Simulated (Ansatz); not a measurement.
## SnSe: clamped-ion strain scan

Level of theory: DFT LDA, scalar-relativistic, plane waves, PAW (Ansatz). Settings: plane waves to 420 eV, k-mesh 6×6×4 (Γ-centred), Gaussian smearing 0.05 eV. No spin polarisation. Energies are free energies at this smearing, counted from the undisturbed cell; pressure is positive in compression.

Reference structure (relaxed at this level; this form isn't the usual structure):

```
Sn Se
1.0
     4.18990    0.00000    0.00000
     0.00000    4.18990    0.00000
     0.00000    0.00000   10.97962
Sn Se
2 2
Direct
  0.50000 0.00000 0.37816
  0.00000 0.50000 0.62184
  0.50000 0.00000 0.62178
  0.00000 0.50000 0.37822
```

The cell holds layers and no dispersion correction was added, so their binding is poorly described.

The cell is strained by ε times the Voigt pattern (0, 0, 0, 1, 0, 0) (xx, yy, zz, yz, xz, xy; engineering shear) with fractional coordinates fixed.

| ε | ΔE (meV/atom) | stress summed along the pattern (GPa, tension positive) | pressure (GPa) | gap on the mesh (eV) |
| --- | --- | --- | --- | --- |
| -0.0600 | 4.1 | -0.45 | 0.0 | 1.43 |
| -0.0300 | 1.0 | -0.23 | 0.0 | 1.46 |
| 0.0000 | 0.0 | 0.00 | 0.0 | 1.46 |
| 0.0075 | ? | 0.06 | 0.0 | ? |
| 0.0150 | 0.3 | 0.11 | 0.0 | 1.46 |
| 0.0225 | 0.6 | 0.17 | 0.0 | 1.46 |
| 0.0375 | ? | 0.28 | 0.0 | 1.45 |
| 0.0450 | 2.3 | 0.34 | 0.0 | 1.45 |
| 0.0525 | 3.1 | 0.40 | 0.0 | 1.44 |

By symmetry 0.0600 repeats -0.0600, -0.0450 repeats 0.0450, 0.0300 repeats -0.0300, -0.0150 repeats 0.0150 in energy; the slope of the energy along the path changes sign there.

Give the withheld values.

ΔE (meV/atom) at ε = 0.0075: 0.1; gap on the mesh (eV) at ε = 0.0075: 1.46; ΔE (meV/atom) at ε = 0.0375: 1.6.

Cost: 9 runs of about 3.6 core-minutes in all, on Intel Xeon Platinum 8259CL (Skylake/Cascade Lake) (shared hosts).